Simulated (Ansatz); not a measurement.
A (100) slab of WC (P-6m2 (No. 187)), 10 planes, outer planes W (top) and C (bottom), with 10 atoms (W5C5) in a surface cell of A = 8.319 Å², as cut from the bulk:

```xyz
10
Lattice="2.8471 0.0000 0.0000 0.0000 2.9218 0.0000 0.0000 0.0000 25.9648" Properties=species:S:1:pos:R:3 pbc="T T T"
C     1.4235    0.0000    7.5000
W     0.0000    1.4609    8.3434
C     1.4235    1.4609   10.0303
W     0.0000    0.0000   10.8738
C     1.4235    0.0000   12.5607
W     0.0000    1.4609   13.4041
C     1.4235    1.4609   15.0910
W     0.0000    0.0000   15.9344
C     1.4235    0.0000   17.6213
W     0.0000    1.4609   18.4648
```

Computed with Ansatz, DFT PBE, scalar-relativistic, plane waves, PAW. Plane waves to 420 eV, a k mesh through Γ of 12×12×1 on the computed 10-atom cell and Gaussian smearing (0.10 eV); no spin polarisation. The cell repeats along c with a dipole correction in the vacuum.

Against the same 10 atoms in the bulk, the slab as cut lies 4.124 eV higher and the relaxed slab 3.776 eV higher.

(1) Work out the surface energy before and after relaxation.

(2) What is the ideal work of this cut, per area?

Answers

(1) The slab has two faces, so γ = (E_slab − N·E_bulk)/(2A), the mean of both. As cut: 4.124/(2 × 8.319) = 0.2479 eV/Å², and 1 eV/Å² = 16.02 J/m², so γ = 3.97 J/m². Relaxed: 3.776/(2 × 8.319) = 0.2270 eV/Å² = 3.64 J/m². Relaxation recovers 8 % of the cost of cutting.

(2) Griffith's ideal work is 2γ: 7.94 J/m² if the new faces stay rigid, 7.27 J/m² if they relax. Other cuts parallel to this plane can cost less. One thickness was run, 10 planes, so γ can still shift with it.